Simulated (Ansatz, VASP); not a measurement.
# Cd: VASP beside Ansatz

The input INCAR:

```
SYSTEM = Cd
  PREC = Accurate
  ENCUT = 520
  EDIFF = 1E-6
  ISMEAR = 0
  SIGMA = 0.1
  LREAL = .False.
  LASPH = .True.
  NELM = 80
  ALGO = Normal
  ISIF = 2
  LWAVE = .False.
  LCHARG = .False.
  GGA = PE
  NBANDS = 19
```

KPOINTS

```
regular mesh
0
Gamma
  6 6 4
  0 0 0
```

Contents of POSCAR:

```
Cd
1.0
    3.1593616123     -0.0409435669      0.0642785133
   -1.6151389751      2.6130246026      0.0323867905
    0.1212184104      0.1405099860      5.4430833374
Cd
2
Direct
    0.3333333333      0.6666666667      0.2500000000
    0.6666666667      0.3333333333      0.7500000000
```

Input for Ansatz:

```yaml
crystal:
  lattice:
    - [3.1593616123, -0.0409435669, 0.0642785133]
    - [-1.6151389751, 2.6130246026, 0.0323867905]
    - [0.1212184104, 0.140509986, 5.4430833374]
  atoms:
    - { symbol: Cd, position: [0.3333333333, 0.6666666667, 0.25] }
    - { symbol: Cd, position: [0.6666666667, 0.3333333333, 0.75] }
basis:
  ecutwfc: 420
kpoints:
  mp_grid: { grid: [6, 6, 4] }
hamiltonian:
  xc: pbe
scf:
  occupations: { method: gaussian, width: 0.1 }
output:
  forces: true
  stress: true
  eigenvalues: true
```

Alike in both runs: task single point; functional PBE; k mesh 6 × 6 × 4; occupations gaussian, width 0.1 eV; no spin polarisation.

|  | VASP | Ansatz |
| --- | --- | --- |
| version | VASP 6.6.1 | Ansatz 0.2.0 |
| potentials or method | VASP PAW PBE potentials, release 64 (Cd) | scalar-relativistic, plane waves, PAW |
| plane-wave cutoff (eV) | 520 | 420 |
| valence electrons in the cell | 24 | 40 |

```csv
,VASP,Ansatz,Ansatz less VASP
gap on the k mesh at the Fermi level (eV),none,none,-
pressure (GPa),1.7,1.4,-0.28
largest component of the traceless stress (GPa),1.99,2.03,+0.041
rms of the force components (eV/Å),0.008,0.009,+0.0005
```

Atom by atom the forces differ by 0.001 eV/Å (rms over components). A gap of «none» marks a metal or a gap that the smearing closes. The two sets of potentials don't hold the same shells in valence.

Caveats: the k mesh is coarse (spacing up to 0.40 Å⁻¹), so the values aren't converged.
